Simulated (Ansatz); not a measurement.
## Sb under strain

All numbers below come from Ansatz, DFT PBEsol, scalar-relativistic, plane waves, PAW. Settings: 420 eV cutoff, 18×18×18 k-mesh, Gaussian smearing of 0.10 eV, no spin polarisation.

Starting point, cell and atoms relaxed:

```yaml
crystal:
  lattice:
    - [3.06174, 0.00000, 0.00000]
    - [0.00000, 3.06174, 0.00000]
    - [0.00000, 0.00000, 3.06174]
  atoms:
    - { symbol: Sb, position: [0.00000, 0.00000, 0.00000] }
```

Deformation: c alone is stretched, the rest of the cell is held and the atoms relax, all within the symmetry that the strain leaves. Energies are extrapolated to zero smearing.

A cell with an odd number of electrons and no spin polarisation is a metal by construction and may be lower with spin.

**Question.** Give the structure at -2.0 %.

**Answer.**
```yaml
crystal:
  lattice:
    - [3.06174, 0.00000, 0.00000]
    - [0.00000, 3.06174, 0.00000]
    - [0.00000, 0.00000, 3.00051]
  atoms:
    - { symbol: Sb, position: [0.00000, 0.00000, 0.00000] }
```
Space group P4/mmm (123), 6.1 meV/atom over the relaxed crystal.

This simple cubic form isn't the element's structure at ambient conditions.